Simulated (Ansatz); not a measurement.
Zn under changes of volume

One of the cells (15.451 Å³/atom); the others are scaled copies at fixed shape and fractional positions:

```xyz
1
Lattice="-1.5690 1.5690 1.5690 1.5690 -1.5690 1.5690 1.5690 1.5690 -1.5690" Properties=species:S:1:pos:R:3 pbc="T T T"
Zn    0.0000    0.0000    0.0000
```

This isn't the form of Zn at room conditions, which is hcp.

| Item | Value |
| --- | --- |
| Program | Ansatz 0.2.0 |
| Functional | HSE06 |
| Potentials or basis | Ansatz PAW |
| Cutoff | 420 eV (not typed: the program's choice for these potentials) |
| k mesh | 8 × 8 × 8 |
| Occupations | fermi-dirac, width 0.05 eV |
| Spin | no spin polarisation |

```csv
volume (Å³/atom),energy over the lowest point (meV/atom),pressure (GPa)
14.524,3.96,2.8
14.833,0.28,1.0
15.142,0.00,-0.5
15.451,2.53,-1.8
15.760,6.95,-2.7
16.069,12.85,-3.6
16.378,?,?
```

Question: What does the run at 16.378 Å³/atom give?

Answer: Energy over the lowest point 20.54 meV/atom; pressure -4.5 GPa.

Worked out: A Birch-Murnaghan fit of order 3 (a polynomial in V^(-2/3)) to the other rows has its minimum at 15.01 Å³/atom with B0 = V·E''(V) = 76 GPa (rough, since the energies scatter). It gives 19.68 meV/atom at 16.378 Å³/atom, against the run's 20.54, and -dE/dV = -3.7 GPa, against -4.5.

Energies are extrapolated to zero smearing.

Caveats: some runs use coarse meshes; the PAW data sets come from PBE, with cores solved anew for the run's functional, which leaves a small shift of forces and pressure; the thresholds are loose for stress.
